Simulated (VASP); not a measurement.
Set up this calculation in VASP 6.6.1, as the native input.

- Task: single point
- Functional: PBEsol
- Potentials or basis: VASP PAW PBE potentials, release 64 (Te, Ti_sv)
- Cutoff: 900 eV
- k mesh: 12 × 12 × 6
- Occupations: gaussian, width 0.02 eV
- Spin: no spin polarisation
- Further INCAR settings: ADDGRID = False; ALGO = Normal; EDIFF = 1e-08

The structure of TiTe lies in POSCAR:

```
TiTe
1.0
    3.8420000000      0.0000000000      0.0000000000
   -1.9210000000      3.3272696013      0.0000000000
    0.0000000000      0.0000000000      6.4030000000
Te Ti
2 2
Direct
    0.6666666667      0.3333333333      0.7500000000
    0.3333333333      0.6666666667      0.2500000000
    0.0000000000      0.0000000000      0.5000000000
    0.0000000000      0.0000000000      0.0000000000
```

The input as run:

INCAR

```
  PREC = Accurate
  ENCUT = 900
  EDIFF = 1E-8
  ISMEAR = 0
  SIGMA = 0.02
  LREAL = F
  LASPH = T
  NELM = 100
  ALGO = Normal
  ISIF = 2
  LWAVE = F
  LCHARG = F
  GGA = PS
  ADDGRID = F
```

KPOINTS

```
Automatic mesh
0
Gamma
  12 12 6
```

Potentials or basis: VASP PAW PBE potentials, release 64 (Te, Ti_sv).

Command:

```sh
$ cat potpaw_PBE.64/Te/POTCAR potpaw_PBE.64/Ti_sv/POTCAR > POTCAR
$ mpirun -np 1 vasp_std > vasp.out
```

It gave:

```
Pressure               : 3.6 GPa
Band gap on the k mesh : none (metal or under the smearing width)
```

Caveat: the PAW data sets were made with another functional, which shifts forces and pressure a little.

Run time: 4 min on 1 thread of AMD EPYC 9R14 (Zen 4) (shared host), peak memory 0.48 GiB.
